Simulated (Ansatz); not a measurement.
A crystal relaxed with r2SCAN in Ansatz has space group Fm-3m (No. 225) and a = 6.612 Å.

| atom | site | x | y | z |
| --- | --- | --- | --- | --- |
| Xx | 4a | 0.0000 | 0.0000 | 0.0000 |
| Cl | 4b | 0.5000 | 0.0000 | 0.0000 |

r2SCAN gives a direct gap of 5.56 eV at Γ. With HSE06 the gap is 6.25 eV and direct, at Γ. Meshes: r2SCAN 6×6×6, HSE06 4×4×4. r2SCAN's ε∞ is 2.2 in all directions.

Q: Which element is Xx?
A. Cs
B. K
C. Rb
D. H

A: C. Xx is Rb: rocksalt RbCl. Around Rb lie 6 Cl at 3.31 Å; around Cl lie 6 Rb at 3.31 Å.

Calculated for a static, non-magnetic cell.

The meshes of the hybrids are coarse, so their gaps aren't converged to the digits shown.
